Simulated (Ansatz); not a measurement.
The system is Sb.

```
CELL_PARAMETERS angstrom
3.35453 0.00000 0.00000
-1.67727 2.90511 0.00000
0.00000 0.00000 5.47016
ATOMIC_POSITIONS crystal
Sb 0.66667 0.33333 0.75000
Sb 0.33333 0.66667 0.25000
```

This isn't the form of Sb at room conditions, which is rhombohedral.

| Item | Value |
| --- | --- |
| Program | Ansatz 0.2.0 |
| Task | single point |
| Functional | PBE |
| Potentials or basis | all-electron LAPW, scalar-relativistic |
| Cutoff | 156 eV (chosen from the basis error) |
| Basis error allowed | 0.001 eV/atom |
| k mesh | 9 × 9 × 5 |
| Occupations | fermi-dirac, width 0.05 eV |
| Spin | no spin polarisation |

On this cell: pressure 1.5 GPa; largest force under 0.003 eV/Å; band gap on the k mesh none (metal or under the smearing width).

The same run follows on a disturbed copy (atoms moved at random, drawn with an rms of 0.05 Å):

```xyz
2
Lattice="3.3545 0.0000 0.0000 -1.6773 2.9051 0.0000 0.0000 0.0000 5.4702" Properties=species:S:1:pos:R:3 pbc="T T T"
Sb    1.7140    0.9717    4.1111
Sb   -0.0346    1.9248    1.3982
```

Problem. What changes?

Solution. The energy (extrapolated to zero smearing) moves by -1.2 meV/atom; pressure 1.5 GPa; largest force 0.037 eV/Å; band gap on the k mesh none (metal or under the smearing width).

Forces in eV/Å, atoms in the order of the input:
```
Sb   0.025  0.006 -0.027
Sb  -0.025 -0.006  0.027
```

Stress tensor (GPa, compression positive):
```
1.66 0.19 0.02
0.19 1.61 0.01
0.02 0.01 1.32
```

The energy falls, though the first cell shows no forces: that form is unstable against this distortion, unless noise or another electronic state is at work.
